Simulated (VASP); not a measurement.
## TiO$_{2}$ in VASP 6.6.1, relaxation

INCAR

```
EDIFFG = -5E-3
PREC = Accurate
LCHARG = .FALSE.
NELM = 88
ISMEAR = -1
GGA = PE
PSTRESS = 500
NSW = 40
LREAL = .FALSE.
IBRION = 2
LASPH = .TRUE.
LWAVE = .FALSE.
NBANDS = 19
EDIFF = 1E-7
ENCUT = 600
SIGMA = 0.02
ISIF = 4
```

KPOINTS

```
KPOINTS created by Atomic Simulation Environment
0
Gamma
8 8 8
0 0 0
```

POSCAR

```
Ti O
 1.0000000000000000
     0.0000000000000000    2.6712364209000001    2.6712364209000001
     2.6712364209000001    0.0000000000000000    2.6712364209000001
     2.6712364209000001    2.6712364209000001    0.0000000000000000
 Ti  O
   1   2
Cartesian
  0.0000000000000000  0.0000000000000000  0.0000000000000000
  1.3356182104500001  1.3356182104500001  1.3356182104500001
  4.0068546313500004  4.0068546313500004  4.0068546313500004
```

The recommended PBE PAW datasets give the neutral cell 24 valence electrons.

Command

```
mpirun -np 1 vasp_std
```

OSZICAR

```
N       E                     dE             d eps       ncg     rms          rms(c)
DAV:   1     0.261687063233E+03    0.26169E+03   -0.13715E+04  1102   0.156E+03
DAV:   2    -0.905043798061E+01   -0.27074E+03   -0.25790E+03  1212   0.416E+02
DAV:   3    -0.344573665136E+02   -0.25407E+02   -0.24905E+02  1288   0.127E+02
DAV:   4    -0.354789043411E+02   -0.10215E+01   -0.10184E+01  1547   0.238E+01
DAV:   5    -0.354929072007E+02   -0.14003E-01   -0.13996E-01  1285   0.276E+00    0.184E+01
DAV:   6    -0.276280965848E+02    0.78648E+01   -0.68914E+01  1360   0.634E+01    0.232E+01
DAV:   7    -0.268601375655E+02    0.76796E+00   -0.80784E+01  1360   0.543E+01    0.904E+00
DAV:   8    -0.267853081627E+02    0.74829E-01   -0.15054E+00  1247   0.820E+00    0.904E+00
DAV:   9    -0.247022039743E+02    0.20831E+01   -0.63914E+00  1355   0.191E+01    0.352E+00
DAV:  10    -0.246504387940E+02    0.51765E-01   -0.16219E-01  1245   0.323E+00    0.322E+00
...
DAV:  17    -0.245043432686E+02    0.22418E-02   -0.23321E-03  1227   0.391E-01    0.998E-01
DAV:  18    -0.244957825323E+02    0.85607E-02   -0.20848E-02  1186   0.825E-01    0.356E-01
DAV:  19    -0.244948516606E+02    0.93087E-03   -0.22287E-03  1372   0.274E-01    0.184E-01
DAV:  20    -0.244945721324E+02    0.27953E-03   -0.55196E-04  1192   0.133E-01    0.862E-02
DAV:  21    -0.244945261055E+02    0.46027E-04   -0.75413E-05  1285   0.460E-02    0.531E-02
DAV:  22    -0.244945008245E+02    0.25281E-04   -0.75752E-05  1183   0.476E-02    0.153E-02
DAV:  23    -0.244944992124E+02    0.16120E-05   -0.89989E-06  1281   0.162E-02    0.419E-03
DAV:  24    -0.244944992701E+02   -0.57706E-07   -0.19933E-06  1195   0.831E-03    0.264E-03
DAV:  25    -0.244944992396E+02    0.30560E-07   -0.61212E-08   644   0.203E-03
   1 F= -.12597802E+02 E0= -.12597802E+02  d E =-.125978E+02
```

From OUTCAR

```
k-points           NKPTS =     29   k-points in BZ     NKDIM =     29   number of bands    NBANDS=     19

   NELECT =      24.0000    total number of electrons

   dimension x,y,z NGX =    30 NGY =   30 NGZ =   30
   dimension x,y,z NGXF=    60 NGYF=   60 NGZF=   60

  energy-cutoff  :      600.00
  volume of cell :       38.12
      direct lattice vectors                 reciprocal lattice vectors
     0.000000000  2.671236421  2.671236421    -0.187179239  0.187179239  0.187179239
     2.671236421  0.000000000  2.671236421     0.187179239 -0.187179239  0.187179239
     2.671236421  2.671236421  0.000000000     0.187179239  0.187179239 -0.187179239

 k-points in reciprocal lattice and weights: KPOINTS created by Atomic Simulation Env
   0.00000000  0.00000000  0.00000000       0.002
   0.12500000  0.00000000  0.00000000       0.016
   0.25000000  0.00000000  0.00000000       0.016
   0.37500000  0.00000000  0.00000000       0.016
   0.50000000  0.00000000  0.00000000       0.008
   0.12500000  0.12500000  0.00000000       0.012
   0.25000000  0.12500000  0.00000000       0.047
   0.37500000  0.12500000  0.00000000       0.047
   ...

 E-fermi :   4.1492

 k-point     1 :       0.0000    0.0000    0.0000
  band No.  band energies     occupation
      1     -54.6568      2.00000
      2     -30.7267      2.00000
      3     -30.7267      2.00000
      4     -30.7267      2.00000
      5     -13.9441      2.00000
      6     -11.8208      2.00000
      7      -0.3502      2.00000
      8      -0.3502      2.00000
      9      -0.3502      2.00000
     10       3.1047      2.00000
     11       3.1047      2.00000
     12       3.1047      2.00000
     13       4.5285      0.00000
     14       4.5285      0.00000
     15       7.0966      0.00000
     16       7.0966      0.00000
     17       7.0966      0.00000
     18       8.9787      0.00000
     19      15.9793      0.00000

 k-point     2 :       0.1250    0.0000    0.0000
  band No.  band energies     occupation
      1     -54.6563      2.00000
      2     -30.7346      2.00000
      3     -30.7278      2.00000
      4     -30.7277      2.00000
      5     -13.8468      2.00000
      6     -11.9162      2.00000
      7      -0.2535      2.00000
      8      -0.2535      2.00000
      9      -0.1269      2.00000
     10       2.7356      2.00000
     11       2.8533      2.00000
     12       2.8533      2.00000
     13       4.6866      0.00000
     14       4.6866      0.00000
     15       6.8292      0.00000
     16       7.0199      0.00000
     17       7.0199      0.00000
     18       9.5213      0.00000
     19      15.5969      0.00000

 k-point     3 :       0.2500    0.0000    0.0000
  band No.  band energies     occupation
      1     -54.6549      2.00000
      2     -30.7537      2.00000
      3     -30.7303      2.00000
      4     -30.7303      2.00000
      5     -13.5853      2.00000
      6     -12.1614      2.00000
      7       0.0009      2.00000
      8       0.0009      2.00000
      9       0.4275      2.00000
     10       2.0104      2.00000
     11       2.4039      2.00000
     12       2.4039      2.00000
     13       4.8386      0.00000
     14       4.8386      0.00000
     15       6.1501      0.00000
     16       6.8920      0.00000
     17       6.8920      0.00000
     18      10.8072      0.00000
     19      14.9174      0.00000

 ...

  Total       -9.2427820     -9.2427820     -9.2427820      0.0000000      0.0000000      0.0000000
  in kB     -388.4600058   -388.4600058   -388.4600058      0.0000000      0.0000000      0.0000000
  external PRESSURE =    -888.4600058 kB  Pullay stress =     500.0000000 kB

 POSITION                                       TOTAL-FORCE (eV/Angst)
 -----------------------------------------------------------------------------------
      0.00000      0.00000      0.00000        -0.000000     -0.000000     -0.000000
      1.33562      1.33562      1.33562         0.000000      0.000000      0.000000
      4.00685      4.00685      4.00685        -0.000000     -0.000000      0.000000
 -----------------------------------------------------------------------------------
    total drift:                                0.000000     -0.000000      0.000000

  FREE ENERGIE OF THE ION-ELECTRON SYSTEM (eV)
  ---------------------------------------------------
  free  energy   TOTEN  =       -24.4944992396 eV

  energy  without entropy=      -24.4944992395  energy(sigma->0) =      -24.49449924
```

It converged. Results: relaxed cell vector lengths 3.778, 3.778, 3.778 Å; relaxed cell volume 38.12 Å³.

For comparison, a separate PBE relaxation on usual settings, not on those above, ends at 28.24 Å³.

The run above took about 54 s on one core of a shared host (Intel Xeon Platinum 8488C) and held 0.18 GiB at most.
